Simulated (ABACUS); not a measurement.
# PtS2 (P-3m1) in ABACUS: notebook

Aim: see how the results for PtS2 move with the level of theory and the settings. Levels: LDA, r2SCAN. Tasks: single point.

All numbers are computed with ABACUS 3.10.1; they aren't measurements. Logs are shortened: lines on timing, memory, paths and dates and some standing lists are left out, and cuts for length are marked.

## Step 1: Starting point

Symmetry: P-3m1, No. 164, trigonal system. Conventional cell: a = 3.543 Å, b = 3.543 Å, c = 5.039 Å, α = 90.00°, β = 90.00°, γ = 120.00°. Pt (site symmetry -3m) has 6 S at 2.34 Å as nearest neighbours. S (site symmetry 3m) is surrounded by 3 Pt at 2.34 Å.

## Step 2: Single point, LDA

Contents of INPUT:

```
INPUT_PARAMETERS
suffix              PtS2
calculation         scf
basis_type          pw
pseudo_dir          ./
symmetry            1
dft_functional      pz
ecutwfc             40
pseudo_rcut         10
nspin               1
nbands              24
ks_solver           dav
smearing_method     fd
smearing_sigma      0.00367493
scf_thr             1e-08
scf_nmax            100
mixing_type         broyden
mixing_beta         0.7
cal_force           1
cal_stress          1
ecutrho             320
out_chg             1
out_pot             2
out_elf             0
kpar                4
```

Contents of STRU:

```
ATOMIC_SPECIES
Pt 195.0840 pt_lda_v1.4.uspp.F.UPF
S 32.0600 s_lda_v1.4.uspp.F.UPF

LATTICE_CONSTANT
1.8897261246

LATTICE_VECTORS
3.5432000000 0.0000000000 0.0000000000
-1.7716000000 3.0685012107 0.0000000000
0.0000000000 0.0000000000 5.0388000000

ATOMIC_POSITIONS
Cartesian

Pt
0.0
1
0.0000000000 0.0000000000 0.0000000000 1 1 1

S
0.0
2
1.7716000002 1.0228337368 3.8949924000 1 1 1
-0.0000000002 2.0456674739 1.1438076000 1 1 1
```

Contents of KPT:

```
K_POINTS
0
Gamma
7 7 4 0 0 0
```

Potentials or basis: GBRV ultrasoft 1.5 LDA, plane waves.

Run with:

```
$ OMP_NUM_THREADS=1 mpirun -np 4 abacus > log
```

running log:

```text
ABACUS v3.10.1

               Atomic-orbital Based Ab-initio Computation at UStc

 ------------------------------------------------------------------------------------

 READING GENERAL INFORMATION
                           global_out_dir = OUT.PtS2/
                           global_in_card = INPUT
                               pseudo_dir = ./
                              orbital_dir =
                                    DSIZE = 4
                                    GSIZE = 1

 READING UNITCELL INFORMATION
                                    ntype = 2
                  lattice constant (Bohr) = 1.88973
              lattice constant (Angstrom) = 1

 READING ATOM TYPE 1
                               atom label = Pt
                      L=0, number of zeta = 1
                      L=1, number of zeta = 1
                      L=2, number of zeta = 1
             number of atom for this type = 1

 READING ATOM TYPE 2
                               atom label = S
                      L=0, number of zeta = 1
                      L=1, number of zeta = 1
                      L=2, number of zeta = 1
             number of atom for this type = 2

                        TOTAL ATOM NUMBER = 3
CARTESIAN COORDINATES ( UNIT =       1.889726124600 Bohr ).
    atom                   x                   y                   z     mag                  vx                  vy                  vz
tauc_Pt1            0.0000000000        0.0000000000        0.0000000000  0.0000        0.0000000000        0.0000000000        0.0000000000
tauc_S1            1.7716000002        1.0228337368        3.8949924000  0.0000        0.0000000000        0.0000000000        0.0000000000
tauc_S2           -0.0000000002        2.0456674739        1.1438076000  0.0000        0.0000000000        0.0000000000        0.0000000000

                          Volume (Bohr^3) = 369.697
                             Volume (A^3) = 54.7833

 Lattice vectors: (Cartesian coordinate: in unit of a_0)
              +3.5432                  +0                  +0
              -1.7716             +3.0685                  +0
                   +0                  +0             +5.0388
 Reciprocal vectors: (Cartesian coordinate: in unit of 2 pi/a_0)
            +0.282231           +0.162946                  -0
                   -0           +0.325892                  -0
                   +0                  -0            +0.19846
 The esolver type has been set to : ksdft_pw

                PAO radial cut off (Bohr) = 10

 Read in pseudopotential file is pt_lda_v1.4.uspp.F.UPF
                     pseudopotential type = US
          exchange-correlation functional = PZ
                 nonlocal core correction = 1
                        valence electrons = 16
                                     lmax = 2
                           number of zeta = 4
                     number of projectors = 6
                           L of projector = 0
                           L of projector = 0
                           L of projector = 1
                           L of projector = 1
                           L of projector = 2
                           L of projector = 2
                PAO radial cut off (Bohr) = 10

 Read in pseudopotential file is s_lda_v1.4.uspp.F.UPF
                     pseudopotential type = US
          exchange-correlation functional = PZ
                 nonlocal core correction = 1
                        valence electrons = 6
                                     lmax = 2
                           number of zeta = 2
                     number of projectors = 6
                           L of projector = 0
                           L of projector = 0
                           L of projector = 1
                           L of projector = 1
                           L of projector = 2
                           L of projector = 2
     initial pseudo atomic orbital number = 20

 SETUP THE ELECTRONS NUMBER
            electron number of element Pt = 16
      total electron number of element Pt = 16
             electron number of element S = 6
       total electron number of element S = 12
            AUTOSET number of electrons:  = 28
                           occupied bands = 14
                                   NBANDS = 24
                                   NLOCAL = 27

%%%%%%%%%%%%%%%%%%%%%%%%%%%%%%%%%%%%%%%%%%%%%%%%%%%%%%%%%%%%%%%%%%%%%%%%%%%%%%%%%%%%%%%%%%%%%%%%%%%%%%%%%%
 Warning: the number of valence electrons in pseudopotential > 10 for Pt: [Xe] 4f14 5d9 6s1
 Pseudopotentials with additional electrons can yield (more) accurate outcomes, but may be less efficient.
 If you're confident that your chosen pseudopotential is appropriate, you can safely ignore this warning.
%%%%%%%%%%%%%%%%%%%%%%%%%%%%%%%%%%%%%%%%%%%%%%%%%%%%%%%%%%%%%%%%%%%%%%%%%%%%%%%%%%%%%%%%%%%%%%%%%%%%%%%%%%

 SETUP THE PLANE WAVE BASIS
 energy cutoff for charge/potential (unit:Ry) = 160
            fft grid for charge/potential = [ 27, 27, 40 ]
                        fft grid division = [ 1, 1, 1 ]
        big fft grid for charge/potential = [ 40, 40, 60 ]
[... 87 lines left out ...]
                                    nspin = 1
                   Input type of k points = Monkhorst-Pack(Gamma)
                                   nkstot = 196
                       right hand lattice = 1
(for reciprocal lattice: )
                             BRAVAIS TYPE = 4
                     BRAVAIS LATTICE NAME = 04. Hexagonal cell
                                    ibrav = 4
                       right hand lattice = 1
(for k-lattice: )
                             BRAVAIS TYPE = 4
                     BRAVAIS LATTICE NAME = 04. Hexagonal cell
                                    ibrav = 4
                       right hand lattice = 1
                        ROTATION MATRICES = 24
                               nkstot_ibz = 28
K-POINTS REDUCTION ACCORDING TO SYMMETRY
     IBZ    DIRECT_X    DIRECT_Y    DIRECT_Z  WEIGHT  ibz2bz
       1  0.00000000  0.00000000  0.00000000  0.0051       0
       2 -0.14285714  0.14285714  0.00000000  0.0306       1
       3 -0.28571429  0.28571429  0.00000000  0.0306       2
       4 -0.42857143  0.42857143  0.00000000  0.0306       3
       5 -0.14285714  0.28571429  0.00000000  0.0306       8
       6 -0.28571429  0.42857143  0.00000000  0.0612       9
[... 20 lines left out ...]
      27  0.42857143  0.42857143  0.50000000  0.0306     108
      28  0.42857143  0.28571429  0.50000000  0.0306     114

                               nkstot now = 28
[... K-POINTS DIRECT COORDINATES: 28 rows ...]

           k-point number in this process = 7
       minimum distributed K point number = 7
[... stars of the k points ...]

[... K-POINTS CARTESIAN COORDINATES: 7 rows ...]

[... K-POINTS DIRECT COORDINATES: 7 rows ...]

 SETUP PLANE WAVES FOR WAVE FUNCTIONS
     energy cutoff for wavefunc (unit:Ry) = 40
              fft grid for wave functions = [ 27, 27, 40 ]
                    number of plane waves = 2283
                         number of sticks = 163

 PARALLEL PW FOR WAVE FUNCTIONS
     PROC   COLUMNS(POT)             PW
        1            163           2283
 --------------- sum -------------------
        1            163           2283

 SETUP NONLOCAL PSEUDOPOTENTIALS IN PLANE WAVE BASIS
 Pt non-local projectors:
 projector 1 L=0
 projector 2 L=0
 projector 3 L=1
 projector 4 L=1
 projector 5 L=2
 projector 6 L=2
 S non-local projectors:
 projector 1 L=0
 projector 2 L=0
 projector 3 L=1
 projector 4 L=1
 projector 5 L=2
 projector 6 L=2
      TOTAL NUMBER OF NONLOCAL PROJECTORS = 54

 Init Non-Local PseudoPotential table :
 Init Non-Local-Pseudopotential done.

                                     npwx = 1590

 Make real space PAO into reciprocal space.
       max mesh points in Pseudopotential = 821
     dq(describe PAO in reciprocal space) = 0.01
                                    max q = 763

 number of pseudo atomic orbitals for Pt is 4
WARNING: norm of atomic wavefunction # 3 of atomic type Pt is 0.999989, renormalized
WARNING: norm of atomic wavefunction # 4 of atomic type Pt is 0.997841, renormalized

 number of pseudo atomic orbitals for S is 2
WARNING: norm of atomic wavefunction # 2 of atomic type S is 0.999996, renormalized

 -------------------------------------------
 SELF-CONSISTENT
 -------------------------------------------
                                 init_chg = atomic

 PW ALGORITHM --------------- ION=   1  ELEC=   1--------------------------------

 Density error is 2.27475388363
                          Error Threshold = 0.01
----------------------------------------------------------
     Energy           Rydberg                 eV
----------------------------------------------------------
 E_KohnSham     -257.8888328413      -3508.7575772111
 E_Harris       -277.0102433226      -3768.9177135544
 E_Fermi        0.9306764730         12.6625030269
----------------------------------------------------------
[... 75 lines left out ...]
 Density error is 7.88627577851e-09
                          Error Threshold = 7.56010053565e-10
----------------------------------------------------------
     Energy           Rydberg                 eV
----------------------------------------------------------
 E_KohnSham     -259.0757913429      -3524.9069761225
 E_KS(sigma->0) -259.0757891935      -3524.9069468788
 E_Harris       -259.0750781476      -3524.8972726021
 E_band         -11.5481086888       -157.1200792912
 E_one_elec     -98.6258497291       -1341.8735264080
 E_Hartree      64.1129975735        872.3020828596
 E_xc           -73.6840670586       -1002.5231638110
 E_Ewald        -150.8788678299      -2052.8123102757
 E_entropy(-TS) -0.0000042987        -0.0000584873
 E_descf        0.0000000000         0.0000000000
 E_exx          0.0000000000         0.0000000000
 E_Fermi        0.7964996968         10.8369343312
----------------------------------------------------------

 charge density convergence is achieved
 final etot is -3524.9069761 eV
 EFERMI = 10.836934331 eV
The vacuum level is 15.166147391 eV

 STATE ENERGY(eV) AND OCCUPATIONS    NSPIN == 1
 1/7 kpoint (Cartesian) = 0.0000 0.0000 0.0000 (1579 pws)
       1       -43.3963      0.0102041
       2       -43.3963      0.0102041
       3       -43.2200      0.0102041
       4       -5.06368      0.0102041
       5       -1.75196      0.0102041
       6        3.41335      0.0102041
[... 146 lines left out ...]
      23        22.4870        0.00000
      24        23.6159        0.00000

[... levels at 1 further k points ...]

------------------------------------------------------------------------------------------
 TOTAL-FORCE (eV/Angstrom)
------------------------------------------------------------------------------------------
                       Pt1         0.0000000000         0.0000000000         0.0000000000
                        S1         0.0000000000         0.0000000000        -0.8096869524
                        S2         0.0000000000         0.0000000000         0.8096869524
------------------------------------------------------------------------------------------

----------------------------------------------------------------
 TOTAL-STRESS (KBAR)
----------------------------------------------------------------
        33.4930807513         0.0000000000         0.0000000000
        -0.0000000000        33.4930807511        -0.0000000000
        -0.0000000000         0.0000000000        30.8452902969
----------------------------------------------------------------
 TOTAL-PRESSURE: 32.610484 KBAR

 --------------------------------------------
 !FINAL_ETOT_IS -3524.9069761224518516 eV
 --------------------------------------------
```

Run time: 69 s. Hardware: 4 MPI ranks of Intel Xeon at 2.50GHz (Skylake/Cascade Lake), shared host; peak memory 0.8 GiB.

What came out:

```yaml
Free_energy: -3524.9070 eV
Pressure: 3.3 GPa
Largest_force: 0.810 eV/Å
Band_gap_on_the_k_mesh: 0.72 eV, indirect (least direct gap 0.88 eV)
```

Forces on the atoms (eV/Å):
```
Pt   0.000  0.000  0.000
S    0.000  0.000 -0.810
S    0.000  0.000  0.810
```

Levels at points of the mesh, in eV from the valence-band top:
```tsv
k point	band 12	band 13	band 14	band 15	band 16	band 17
(0.00, 0.00, 0.00)	-1.09	-1.09	-0.08	2.47	2.47	4.65
(0.00, 0.00, 0.50)	-1.28	-1.28	-0.86	2.95	2.95	5.34
```

Caveat: spin-orbit coupling is left out, which moves the levels of the heavy elements; an odd mesh through Γ misses points on the zone boundary, where band edges often lie.

## Step 3: Single point, r2SCAN

Contents of INPUT:

```
INPUT_PARAMETERS
suffix              PtS2
calculation         scf
basis_type          pw
pseudo_dir          ./
latname             hexagonal
symmetry            1
dft_functional      MGGA_X_R2SCAN+MGGA_C_R2SCAN
ecutwfc             97
pseudo_rcut         7
nspin               1
nbands              25
ks_solver           dav
smearing_method     fd
smearing_sigma      0.00367493
scf_thr             1e-08
scf_nmax            100
mixing_type         broyden
mixing_beta         0.7
cal_force           1
cal_stress          1
mixing_tau          1
out_chg             1
kpar                4
```

Contents of STRU:

```
ATOMIC_SPECIES
Pt 195.0840 Pt_ONCV_PBE-1.2.upf
S 32.0600 S_ONCV_PBE-1.2.upf

LATTICE_CONSTANT
6.6956776048

LATTICE_PARAMETERS
1.4221043125

ATOMIC_POSITIONS
Direct

Pt
0.0
1
0.0000000000 0.0000000000 0.0000000000 1 1 1

S
0.0
2
0.6666666667 0.3333333333 0.7730000000 1 1 1
0.3333333333 0.6666666667 0.2270000000 1 1 1
```

Contents of KPT:

```
K_POINTS
0
Gamma
6 6 3 0 0 0
```

Potentials or basis: SG15 ONCV 1.2 PBE, plane waves.

Run with:

```
$ OMP_NUM_THREADS=1 mpirun -np 4 abacus > log
```

running log:

```text
ABACUS v3.10.1

               Atomic-orbital Based Ab-initio Computation at UStc

 ------------------------------------------------------------------------------------

 READING GENERAL INFORMATION
                           global_out_dir = OUT.PtS2/
                           global_in_card = INPUT
                               pseudo_dir = ./
                              orbital_dir =
                                    DSIZE = 4
                                    GSIZE = 1

 READING UNITCELL INFORMATION
                                    ntype = 2
                  lattice constant (Bohr) = 6.69568
              lattice constant (Angstrom) = 3.5432

 READING ATOM TYPE 1
                               atom label = Pt
[... 362 lines left out ...]
 1/5 kpoint (Cartesian) = 0.0000 0.0000 0.0000 (6041 pws)
       1       -91.7426      0.0185185
       2       -44.8380      0.0185185
       3       -44.8380      0.0185185
       4       -44.6564      0.0185185
       5       -5.57867      0.0185185
       6       -2.22528      0.0185185
[... 125 lines left out ...]
      24        23.4202        0.00000
      25        23.7496        0.00000

------------------------------------------------------------------------------------------
 TOTAL-FORCE (eV/Angstrom)
------------------------------------------------------------------------------------------
                       Pt1         0.0000000000         0.0000000000         0.0000000000
                        S1         0.0000000000         0.0000000000        -1.2360437861
                        S2         0.0000000000         0.0000000000         1.2360437861
------------------------------------------------------------------------------------------

----------------------------------------------------------------
 TOTAL-STRESS (KBAR)
----------------------------------------------------------------
        91.7166453864        -0.0000000000        -0.0000000000
         0.0000000000        91.7166453864         0.0000000000
         0.0000000000        -0.0000000000        95.6128685350
----------------------------------------------------------------
 TOTAL-PRESSURE: 93.015386 KBAR

 --------------------------------------------
 !FINAL_ETOT_IS -3858.8064545276647550 eV
 --------------------------------------------
```

stdout:

```text
ABACUS v3.10.1

               Atomic-orbital Based Ab-initio Computation at UStc

 dft_functional readin is: MGGA_X_R2SCAN+MGGA_C_R2SCAN
 dft_functional in pseudopot file is: PBE
 Please make sure this is what you need
[... 40 lines left out ...]
 DA8     -3.85880645e+03  -1.22765532e-07   4.4619e-10   6.2151e-05  15.24
----------------------------------------------------------------
 TOTAL-STRESS (KBAR)
----------------------------------------------------------------
        91.7166453864        -0.0000000000        -0.0000000000
         0.0000000000        91.7166453864         0.0000000000
         0.0000000000        -0.0000000000        95.6128685350
----------------------------------------------------------------
 TOTAL-PRESSURE: 93.015386 KBAR
```

Run time: 2.5 min. Hardware: 4 MPI ranks of Intel Xeon at 2.50GHz (Skylake/Cascade Lake), shared host; peak memory 0.6 GiB.

What came out:

- Free energy: -3858.8065 eV
- Pressure: 9.3 GPa
- Largest force: 1.236 eV/Å
- Band gap on the k mesh: 1.28 eV, indirect (least direct gap 1.68 eV)

Forces in eV/Å, atoms in the order of the input:
```
Pt   0.000  0.000  0.000
S    0.000  0.000 -1.236
S    0.000  0.000  1.236
```

Stress tensor (GPa, compression positive):
```
9.17 0.00 0.00
0.00 9.17 0.00
0.00 0.00 9.56
```

Caveat: the potentials were made for another functional, which shifts forces and pressure; spin-orbit coupling is left out, which moves the levels of the heavy elements; an odd mesh through Γ misses points on the zone boundary, where band edges often lie. r2SCAN opens gaps a little over a GGA but as a rule still falls short of measured ones.
